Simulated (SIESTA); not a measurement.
The system is Rh.

```
Rh
1.0
     0.00000    1.89785    1.89785
     1.89785    0.00000    1.89785
     1.89785    1.89785    0.00000
Rh
1
Direct
  0.00000 0.00000 0.00000
```

* Program: SIESTA 5.4.2
* Task: single point
* Functional: PBEsol
* Potentials or basis: PseudoDojo 0.4 standard (PBEsol files)
* Basis: DZP (energy shift 0.003 Ry; two zetas on semicore shells)
* Grid cutoff: 800 Ry
* Energy shift: 0.003 Ry
* k mesh: 12 × 12 × 12
* Occupations: fermi-dirac, width 0.05 eV
* Spin: no spin polarisation

On this cell: pressure 0.8 GPa; band gap on the k mesh none (metal or under the smearing width).

The same run follows on a disturbed copy (cell strained at random at fixed volume):

```xyz
1
Lattice="-0.0393 1.8831 1.9625 1.9019 0.0328 1.8903 1.9247 1.8337 0.0101" Properties=species:S:1:pos:R:3 pbc="T T T"
Rh   -0.0047   -0.0016    0.0159
```

What changes?

The energy (extrapolated to zero smearing) moves by +43.8 meV/atom; pressure 2.0 GPa; band gap on the k mesh none (metal or under the smearing width).

Stress tensor (GPa, compression positive):
```
 -2.85   2.10   5.92
  2.10   8.92 -10.57
  5.92 -10.57  -0.10
```

Caveats: the basis of atomic orbitals isn't converged, which shifts pressures, moduli and gaps.
